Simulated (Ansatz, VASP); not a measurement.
One calculation of N, two programs

```
N
1.0
     2.11820    0.00000    0.00000
     0.00000    2.11820    0.00000
     0.00000    0.00000    2.11820
N
1
Direct
  0.50000 0.50000 0.50000
```

Alike in both runs: task single point; functional PBE; k mesh 8 × 8 × 8; occupations gaussian, width 0.1 eV; no spin polarisation.

|  | VASP | Ansatz |
| --- | --- | --- |
| version | VASP 6.6.1 | Ansatz 0.2.0 |
| potentials or method | VASP PAW PBE potentials, release 64 (N) | scalar-relativistic, plane waves, PAW |
| plane-wave cutoff (eV) | 520 | 420 |
| valence electrons in the cell | 5 | 5 |

Ansatz gave:

* gap on the k mesh at the Fermi level (eV): none
* pressure (GPa): -38.0

Task: Which values does VASP return?

Result: gap on the k mesh at the Fermi level (eV): none; pressure (GPa): -38.2.

A gap of «none» marks a metal or a gap that the smearing closes.

Caveats: the k mesh is coarse (spacing up to 0.37 Å⁻¹), so the values aren't converged; the cell as given lies far from equilibrium; so large a pressure means that the cell lies far from this level's equilibrium, or that cutoff or potentials fall short (VASP).
